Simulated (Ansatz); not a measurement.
# Piezoelectric tensor of AlN

All numbers below come from DFT PBE, scalar-relativistic, plane waves, PAW (Ansatz 0.2.0). Plane waves to 420 eV; Γ-centred k mesh 12×12×2; fixed occupations. No spin polarisation.

Equilibrium structure at this level:
```
Al N
1.0
     3.11818    0.00000    0.00000
    -1.55909    2.70042    0.00000
     0.00000    0.00000   15.19836
Al N
6 6
Direct
  0.00000 0.00000 0.18764
  0.00000 0.00000 0.68764
  0.33333 0.66667 0.52055
  0.66667 0.33333 0.02055
  0.33333 0.66667 0.85340
  0.66667 0.33333 0.35340
  0.00000 0.00000 0.31279
  0.00000 0.00000 0.81279
  0.33333 0.66667 0.97926
  0.66667 0.33333 0.47926
  0.33333 0.66667 0.64637
  0.66667 0.33333 0.14637
```

The structure comes from a generated guess, relaxed at this level; another structure or a mixture of phases may lie lower.

Question: Give the relaxed-ion proper piezoelectric stress tensor e_iJ (C/m², Voigt columns xx yy zz yz xz xy).

Answer:
```
x    0.00  0.00  0.00  0.00 -0.28  0.00
y    0.00  0.00  0.00 -0.28  0.00  0.00
z   -0.36 -0.36  0.80  0.00  0.00  0.00
```
Signs follow the orientation of the cell as given.

Question: With the elastic constants (GPa, Voigt order)
```
367.9 134.4  80.5   0.0   0.0   0.0
134.4 367.9  80.5   0.0   0.0   0.0
 80.7  80.7 408.6   0.0   0.0   0.0
  0.0   0.0   0.0 105.3   0.0   0.0
  0.0   0.0   0.0   0.0 105.3   0.0
  0.0   0.0   0.0   0.0   0.0 116.7
```
find the strain coefficients d = e·C⁻¹ (pC/N).

Answer:
```
x    0.00  0.00  0.00  0.00 -2.67  0.00
y    0.00  0.00  0.00 -2.67  0.00  0.00
z   -1.11 -1.11  2.39  0.00  0.00  0.00
```
